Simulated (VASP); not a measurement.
Wanted: the native input for a VASP 6.6.1 run.

| Property | Result |
| --- | --- |
| Task | relaxation of cell and atoms |
| Functional | PBE |
| Dispersion | D3(BJ) |
| Potentials or basis | VASP PAW PBE potentials, release 64 (Hf_pv) |
| Cutoff | 600 eV |
| k mesh | 15 × 15 × 8 |
| Occupations | gaussian, width 0.1 eV |
| Spin | no spin polarisation |
| Further INCAR settings | ALGO = Normal; EDIFF = 1e-07; IBRION = 2; EDIFFG = -0.005; NSW = 90; ISIF = 3 |

The structure of Hf lies in POSCAR:

```
Hf
1.0
    3.1923846300      0.0000000000      0.0000000000
   -1.5961923200      2.7646861900      0.0000000000
    0.0000000000      0.0000000000      5.0450416400
Hf
2
Direct
    0.3333333300      0.6666666700      0.2500000000
    0.6666666700      0.3333333300      0.7500000000
```

One way to write it, as run:

INCAR

```
PREC = Accurate
ENCUT = 600
EDIFF = 1E-7
ISMEAR = 0
SIGMA = 0.1
LREAL = F
LASPH = T
NELM = 80
ALGO = Normal
ISIF = 3
LWAVE = F
LCHARG = F
GGA = PE
IVDW = 12
IBRION = 2
NSW = 90
EDIFFG = -0.005
```

KPOINTS

```
Automatic mesh
0
Gamma
  15 15 8
```

Potentials or basis: VASP PAW PBE potentials, release 64 (Hf_pv).

The run is started by

```sh
$ cat potpaw_PBE.64/Hf_pv/POTCAR > POTCAR
$ mpirun -np 1 vasp_std > vasp.out
```

Results of the run:

* Relaxed volume: 21.76 Å³/atom
* Relaxed cell: a = 3.168 Å, b = 3.168 Å, c = 5.007 Å, α = 90.00°, β = 90.00°, γ = 120.00°
* Space group after relaxing (to 0.05 Å): P6_3/mmc (No. 194)
* Energy gained by relaxing: 4.0 meV/atom
* Ionic steps: 3
* Pressure after relaxing: 0.0 GPa
* Band gap on the k mesh: none (metal or under the smearing width)
* Dispersion energy per atom: -0.463 eV

Caveat: pairwise dispersion overbinds metals, which lowers pressure and volume.

It took 93 s on 1 thread of Intel(R) Xeon(R) 6975P-C (Granite Rapids), on a shared host, peak memory 0.26 GiB.
